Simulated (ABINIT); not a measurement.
Ta, 1 atom in the cell. Symmetry: Im-3m, No. 229, cubic system. The conventional cell has a = 3.303 Å, b = 3.303 Å, c = 3.303 Å, α = 90.00°, β = 90.00°, γ = 90.00°. Ta (site symmetry m-3m) has 8 Ta at 2.86 Å as nearest neighbours. 

* Program: ABINIT 10.8.3 (patched build)
* Task: equation of state
* Functional: PBE
* Potentials or basis: PseudoDojo NC SR PBE v0.5 standard
* Cutoff: 789 eV
* k mesh: 11 × 11 × 11
* Occupations: fermi-dirac, width 0.05 eV
* Spin: no spin polarisation

Potentials or basis: PseudoDojo NC SR PBE v0.5 standard.

Run with:

```bash
$ abinit run.abi > log 2>&1
```

Hardware: 1 thread of Arm Neoverse V1, on a shared host.

Question: Estimate the wall time of this run.

Answer: Wall time 84 s on 1 thread of Arm Neoverse V1 (shared host), peak memory 0.1 GiB. Counts: scf iterations 42, mpi ranks 1, k points 56, bands 11, plane waves 875.
